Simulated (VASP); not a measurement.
A run of VASP 6.6.1 is set up as follows.

The input INCAR:

```
PREC = Accurate
ENCUT = 520
EDIFF = 1E-6
ISMEAR = 0
SIGMA = 0.05
LREAL = False
LASPH = True
NELM = 100
ALGO = Normal
ISIF = 2
LWAVE = False
LCHARG = False
GGA = PE
NBANDS = 9
```

File KPOINTS:

```
regular mesh
0
Gamma
  8 8 4
```

The input POSCAR:

```
Mg
1.0
    3.1852041788      0.0000000000      0.0000000000
   -1.5926020894      2.7584677351      0.0000000000
    0.0000000000      0.0000000000      5.2309183272
Mg
2
Direct
    0.3333333333      0.6666666667      0.7500000000
    0.6666666667      0.3333333333      0.2500000000
```

Potentials or basis: VASP PAW PBE potentials, release 64 (Mg).

The run is started by

```console
$ cat potpaw_PBE.64/Mg/POTCAR > POTCAR
$ mpirun -np 1 vasp_std > vasp.out
```

Question: What does it give for the band gap on the k mesh?

Answer: None (metal or under the smearing width).

Question: What does it give for the pressure?

Answer: -0.2 GPa.

Stress tensor (GPa, compression positive):
```
-0.19  0.00  0.00
 0.00 -0.19  0.00
 0.00  0.00 -0.30
```
